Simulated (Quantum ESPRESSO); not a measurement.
ZnS (Wurtzite-4H): band structure with r2SCAN

**Measured values to compare with.**

From a printed reference work, monograph, for a bulk crystal of ZnS at 4 K: band gap 3.911 eV (direct).

The system is ZnS (Wurtzite-4H).

```
Zn S
1.0
     3.82270    0.00000    0.00000
    -1.91135    3.31056    0.00000
     0.00000    0.00000   12.52000
Zn S
4 4
Direct
  0.66667 0.33333 0.75000
  0.33333 0.66667 0.25000
  0.00000 0.00000 0.50000
  0.00000 0.00000 0.00000
  0.66667 0.33333 0.93750
  0.33333 0.66667 0.43750
  0.00000 0.00000 0.68750
  0.00000 0.00000 0.18750
```

| Property | Result |
| --- | --- |
| Program | Quantum ESPRESSO 7.5 |
| Task | band structure |
| Functional | r2SCAN |
| Potentials or basis | SG15 PBE 1.2 |
| Cutoff | 952 eV |
| Density cutoff | 3810 eV |
| k mesh | 8 × 8 × 3 |
| Occupations | fermi-dirac, width 0.05 eV |
| Spin | no spin polarisation |
| Symmetry | off |
| Mixing beta | 0.5 |
| Most SCF iterations | 120 |
| SCF threshold | 1e-08 Ry |

| Item | Value |
| --- | --- |
| Pressure | -0.3 GPa |
| Largest force | 0.037 eV/Å |
| Band gap on the k mesh | 2.64 eV, direct |
| Band gap along the path | 2.64 eV, direct |

Forces on the atoms (eV/Å):
```
Zn   0.000  0.000  0.004
Zn   0.000  0.000  0.005
Zn   0.000  0.000  0.015
Zn   0.000  0.000  0.016
S    0.000  0.000  0.017
S    0.000  0.000  0.017
S    0.000  0.000 -0.037
S    0.000  0.000 -0.037
```

Stress tensor (GPa, compression positive):
```
-0.23  0.00  0.00
 0.00 -0.23  0.00
 0.00  0.00 -0.46
```

Levels at the corners of the path, in eV from the valence-band top:
| point | band 48 | band 49 | band 50 | band 51 | band 52 | band 53 | band 54 | band 55 | band 56 | band 57 |
| --- | --- | --- | --- | --- | --- | --- | --- | --- | --- | --- |
| Γ | -0.46 | -0.46 | -0.04 | 0.00 | 0.00 | 2.64 | 3.73 | 3.92 | 4.17 | 6.99 |
| M | -1.61 | -1.61 | -1.59 | -1.11 | -0.88 | 3.79 | 3.79 | 4.24 | 4.83 | 5.41 |
| K | -2.50 | -2.31 | -1.77 | -1.77 | -1.34 | 5.05 | 5.38 | 5.38 | 5.73 | 5.73 |
| Γ | -0.46 | -0.46 | -0.04 | 0.00 | 0.00 | 2.64 | 3.73 | 3.92 | 4.17 | 6.99 |
| A | -0.76 | -0.14 | -0.14 | -0.14 | -0.14 | 3.48 | 3.48 | 3.86 | 3.86 | 6.89 |
| L | -2.06 | -1.51 | -1.51 | -1.11 | -1.11 | 4.14 | 4.14 | 4.52 | 4.52 | 5.15 |
| H | -2.77 | -1.81 | -1.81 | -1.62 | -1.62 | 4.83 | 4.83 | 5.77 | 5.77 | 6.68 |
| A | -0.76 | -0.14 | -0.14 | -0.14 | -0.14 | 3.48 | 3.48 | 3.86 | 3.86 | 6.89 |
| L | -2.06 | -1.51 | -1.51 | -1.11 | -1.11 | 4.14 | 4.14 | 4.52 | 4.52 | 5.15 |
| M | -1.61 | -1.61 | -1.59 | -1.11 | -0.88 | 3.79 | 3.79 | 4.24 | 4.83 | 5.41 |
| K | -2.50 | -2.31 | -1.77 | -1.77 | -1.34 | 5.05 | 5.38 | 5.38 | 5.73 | 5.73 |
| H | -2.77 | -1.81 | -1.81 | -1.62 | -1.62 | 4.83 | 4.83 | 5.77 | 5.77 | 6.68 |

Run time: 61 min on 2 MPI ranks on Arm Neoverse V1, on a shared host, peak memory 1.4 GiB a rank.

Against the measured gap of ZnS, 3.911 eV (direct; 4 K; a printed reference work, monograph), the calculated 2.64 eV is off by -1.27 eV. The value is that of r2SCAN, without temperature or zero-point motion.

Caveat: the potentials were made for another functional, which shifts forces and pressure.
